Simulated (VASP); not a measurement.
A run of VASP 6.6.1 is set up as follows.

File INCAR:

```
SYSTEM = MnF2
  PREC = Accurate
  ENCUT = 600
  EDIFF = 1E-6
  ISMEAR = 0
  SIGMA = 0.03
  LREAL = .False.
  LASPH = .True.
  NELM = 150
  ALGO = Normal
  ISIF = 3
  LWAVE = .False.
  LCHARG = .False.
  ISPIN = 2
  MAGMOM = 5 -5 0 0 0 0
  LORBIT = 11
  LMAXMIX = 4
  LDAU = .True.
  LDAUTYPE = 2
  LDAUL = 2 -1
  LDAUU = 3.9 0
  LDAUJ = 0 0
  LDAUPRINT = 1
  GGA = PE
  IBRION = 2
  NSW = 90
  EDIFFG = -0.01
  AMIX = 0.2
  BMIX = 1E-4
  AMIX_MAG = 0.8
  BMIX_MAG = 1E-4
  KPAR = 2
```

Contents of KPOINTS:

```
regular mesh
0
Gamma
  6 6 8
  0 0 0
```

File POSCAR:

```
MnF2
1.0
    4.8738000000      0.0000000000      0.0000000000
    0.0000000000      4.8738000000      0.0000000000
    0.0000000000      0.0000000000      3.3107000000
Mn F
2 4
Direct
    0.0000000000      0.0000000000      0.0000000000
    0.5000000000      0.5000000000      0.5000000000
    0.3053000000      0.3053000000      0.0000000000
    0.1947000000      0.8053000000      0.5000000000
    0.6947000000      0.6947000000      0.0000000000
    0.8053000000      0.1947000000      0.5000000000
```

Potentials or basis: VASP PAW PBE potentials, release 64 (Mn_pv, F).

Command:

```bash
$ cat potpaw_PBE.64/Mn_pv/POTCAR potpaw_PBE.64/F/POTCAR > POTCAR
$ mpirun -np 2 vasp_std > vasp.out
```

Question: What does it give for the site moments?

Answer: Mn +4.68, -4.68; F -0.02, +0.02 μB.

Question: What does it give for the relaxed cell?

Answer: a = 4.963 Å, b = 4.963 Å, c = 3.347 Å, α = 90.00°, β = 90.00°, γ = 90.00°.

Question: What does it give for the relaxed volume?

Answer: 13.74 Å³/atom.

Question: What does it give for the space group after relaxing (to 0.05 Å)?

Answer: P4_2/mnm (No. 136).

Final structure:
```
Mn F
1.0
     4.96300    0.00000    0.00000
     0.00000    4.96300    0.00000
     0.00000    0.00000    3.34722
Mn F
2 4
Direct
  0.00000 0.00000 0.00000
  0.50000 0.50000 0.50000
  0.30489 0.30489 0.00000
  0.19511 0.80489 0.50000
  0.69511 0.69511 0.00000
  0.80489 0.19511 0.50000
```

The state reached can hang on the start; a lower one may exist. Zero-point motion and thermal expansion aren't in these numbers.
